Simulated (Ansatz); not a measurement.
ZrSe2 in the CdI2 structure, relaxed with r2SCAN+rVV10. Space group P-3m1 (No. 164), trigonal; conventional cell a = 3.788 Å, c = 6.180 Å, 25.60 Å³ an atom. Around Zr lie 6 Se at 2.69 Å; around Se lie 3 Zr at 2.69 Å.

The questions ask for values computed with the plane-wave code Ansatz on this geometry. Spin-unpolarised throughout.

Given (12×12×4 mesh): The LDA gap is indirect, 0.22 eV (k = (-0.047, 0.021, 0) to L), below the direct gap of 0.98 eV at Γ.

Q: What does r2SCAN give for the gap (12×12×4 mesh)?

A: With r2SCAN the valence top lies at k = (-0.047, 0.021, 0) and the conduction bottom at L, 0.61 eV higher; the smallest vertical gap, at Γ, is 1.35 eV. The gap differs by +0.39 eV from LDA's.

Q: What does r2SCAN0 give for the gap (6×6×4 mesh)?

A: The r2SCAN0 gap is indirect, 1.83 eV (k = (-0.047, 0.021, 0) to L), below the direct gap of 2.68 eV at Γ. The gap differs by +1.61 eV from LDA's.

Q: Order these levels by the gap that they give, smallest first.
A. LDA
B. PBE0
C. HSE06
D. r2SCAN0
E. r2SCAN

A: A (0.22 eV), E (0.61 eV), C (0.95 eV), B (1.60 eV), D (1.83 eV).

Q: Roughly how does the cost of the r2SCAN0 run (6×6×4) compare with r2SCAN's (12×12×4)?

A: About 21 times as much (7 core-minutes against 21 core-seconds, on 4 threads of Arm Neoverse V1 (shared host)).

Q: What are ε∞ and the Born charges with PBE?

A: The electronic dielectric tensor ε∞ is 15.7 along x and y, 7.5 along z. Born charges, averaged over directions: Zr +5.66, Se -2.83 e. The program warns that the response isn't settled on this k mesh.

Q: How do these values compare with experiment?

A:
Set against measured values:
- Gap, measured 1.2 eV (indirect): LDA 0.22 (-0.98), r2SCAN 0.61 (-0.59), r2SCAN0 1.83 (+0.63), HSE06 0.95 (-0.25), PBE0 1.60 (+0.40) eV. Source: 1.2 eV (fundamental indirect gap, quoted from earlier experiment; Literature value; other experiments cited in the same table give 1.10 and 1.18 eV; quoted in “Stress-Tuned Optical Transitions in Layered 1T-MX2 (M= Hf, Zr, Sn; X= S, Se) Crystals”, 2022, arxiv:2210.12074).
Measured gaps include zero-point and thermal shifts, optical ones also the exciton binding, and spin-orbit coupling, which these levels lack. Reports marked as nanostructured, strained, doped, implanted or mixed samples, and transport gaps, were set aside.

The runs are scalar-relativistic, without spin-orbit coupling.

Where an edge lies off the special points, it is a point of the mesh or the k point where a search put PBE's edge or least direct gap, reused for the other functionals, whose own edges may lie a little apart.

Coordinates of k points refer to the reciprocal vectors of the primitive cell of the runs.

The meshes of the hybrids are coarse, so their gaps aren't converged to the digits shown.

PBE's own run along the path (0.31 eV) came before the search for the edges and missed one, so it isn't listed. Set aside, since their points miss a band edge that the other levels read or their mesh is too coarse: HSE06+SOC, LC-ωPBE.
